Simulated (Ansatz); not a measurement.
# Ansatz run, Pt

The input, for Ansatz 0.2.0 (plane waves, PAW):

```yaml
crystal:
  lattice:
    - [0.0, 1.982631, 1.982631]
    - [1.982631, 0.0, 1.982631]
    - [1.982631, 1.982631, 0.0]
  atoms:
    - { symbol: Pt, position: [0.0, 0.0, 0.0] }
  symmetry: { tolerance: 0.0003 }
kpoints:
  mp_grid: { grid: [14, 14, 14], shift: [0, 0, 0] }
  band_path:
    path:
      - [0.0, 0.0, 0.0]
      - [0.5, 0.0, 0.5]
      - [0.625, 0.25, 0.625]
      - [0.375, 0.375, 0.75]
      - [0.0, 0.0, 0.0]
      - [0.5, 0.5, 0.5]
      - [0.5, 0.25, 0.75]
      - [0.5, 0.0, 0.5]
    npoints: 10
magnetization:
  noncollinear: true
  spin_orbit: true
scf:
  occupations: { method: fermi_dirac }
  lower_state_search: "off"
  max_iter: 200
hamiltonian:
  pseudopotentials: { kind: paw_fr }
  xc: pbe
basis:
  ecutwfc: 420
  fft_grid_basis: typed
output:
  forces: true
  stress: true
  eigenvalues: true
  bader: true
  populations: true
  elf: true
  write_potential: true
  volumetric_format: npy
  dos:
    e_range: [-12, 8]
    de: 0.05
    projected: { site_lists: { Pt: [Pt] } }
    method: { smearing: { sigma: 0.1, scheme: gaussian } }
checkpoint:
  read: saved_state
```

Launched with:

```sh
ansatz run input.yaml --threads 2 --pin off --max-ram 5120MiB --backend cpu --events-out ev --progress --plain --runs-dir out
```

The run starts from an earlier solution of this cell. The state carries no moments; the state need not be the lowest.

Parts of the output:

```
SCF iter   1: F=—  Δρ=7.01e-3  dr2=9.28e-4  dr2_m=0.00e0 (ungated)  |M|=0.00e0 ∫|m|=0.00e0 μB
SCF iter   2: F=—  Δρ=4.81e-3  dr2=3.22e-4  dr2_m=0.00e0 (ungated)  |M|=0.00e0 ∫|m|=0.00e0 μB
SCF iter   3: F=—  Δρ=1.33e-3  dr2=2.91e-5  dr2_m=0.00e0 (ungated)  |M|=0.00e0 ∫|m|=0.00e0 μB
SCF iter   4: F=—  Δρ=9.89e-5  dr2=1.61e-7  dr2_m=0.00e0 (ungated)  |M|=0.00e0 ∫|m|=0.00e0 μB
SCF iter   5: F=-12557.6791 eV  Δρ=3.39e-6  dr2=5.22e-10  dr2_m=0.00e0 (ungated)  |M|=0.00e0 ∫|m|=0.00e0 μB
Magnetization: |M| = 0.0000 μB,  M = (+0.0000, +0.0000, +0.0000) μB
Absolute magnetization: 0.0000 μB (∫|m|)
  site 0: m = (+0.0000, +0.0000, +0.0000) μB, |m| = 0.0000 μB  (R = 1.16 Å)
Free energy (F): -12557.6791 eV
Harris-Foulkes:  -12557.6791 eV  (|F-HF|=6.00e-11)
Internal energy: -12557.6256 eV  (E = F + TS)
E sigma→0 (E₀):  -12557.6524 eV
Entropy (-TS):   -0.0535 eV (-53.514 meV/atom)
Fermi energy:    22.4973 eV
--- Forces (eV/Å), atoms counted from 1 ---
  atom   1  Pt     0.0000     0.0000     0.0000
--- Stress (GPa, compression-positive) ---
        1.5936       0.0000       0.0000
        0.0000       1.5936       0.0000
        0.0000       0.0000       1.5936
  P = ⅓ Tr σ = 1.5936 GPa (15.936 kbar)
--- Löwdin populations: 1 site ---
  site symbol       q [e]
     0     Pt     17.8385
  spilling = 0.0090 (of n_electrons = 18.0000)
--- Bader charges: 1 site ---
  site symbol  charge [e]  shift [e]  m_x [muB]  m_y [muB]  m_z [muB]
     0     Pt      0.0000     0.0000     0.0000     0.0000     0.0000
```

Origin: a known structure type with other elements, at an estimated volume, so it need not be a known compound.
